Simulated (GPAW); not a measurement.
Here is a GPAW 26.7.0 calculation.

Contents of run.py:

```python
from ase import Atoms
from ase.dft.bandgap import bandgap
from ase.io import write
from ase.units import GPa
from gpaw import GPAW, PW, setup_paths

setup_paths.insert(0, '.')

atoms = Atoms(['In', 'In'],
              cell=[[3.335484782, 0.0, 0.0],
                    [-1.667742391, 2.8886145552, 0.0],
                    [0.0, 0.0, 5.50914292]],
              scaled_positions=[[0.6666666667, 0.3333333333, 0.75],
                                [0.3333333333, 0.6666666667, 0.25]],
              pbc=True)

calc = GPAW(mode=PW(600),
            xc='PBEsol',
            kpts={'size': (9, 9, 5), 'gamma': True},
            occupations={'name': 'fermi-dirac', 'width': 0.05},
            nbands=23,
            convergence={'density': 1e-05, 'energy': 1e-05},
            maxiter=150,
            txt='gpaw.txt')
atoms.calc = calc
energy = atoms.get_potential_energy()
forces = atoms.get_forces()
stress = atoms.get_stress()
calc.write('gs.gpw')
write('result.traj', atoms)
print(f'Energy: {energy:.6f} eV')
print('Forces (eV/A):')
print(forces.round(4))
print('Stress (GPa):', (stress / GPa).round(3))
print('Fermi level:', round(calc.get_fermi_level(), 4), 'eV')
print(f'Gap: {bandgap(calc)[0]:.4f} eV, direct: {bandgap(calc, direct=True)[0]:.4f} eV')
```

Potentials or basis: PAW data sets generated in the run's folder for this functional, pw.

Launch:

```console
$ gpaw-setup -f PBEsol In
$ OMP_NUM_THREADS=1 python run.py
```

Question: Estimate the pressure.

Answer: -1.7 GPa.

Question: Estimate the band gap on the k mesh.

Answer: None (metal or under the smearing width).

Stress tensor (GPa, compression positive):
```
-1.62  0.00  0.00
 0.00 -1.62  0.00
 0.00  0.00 -1.90
```
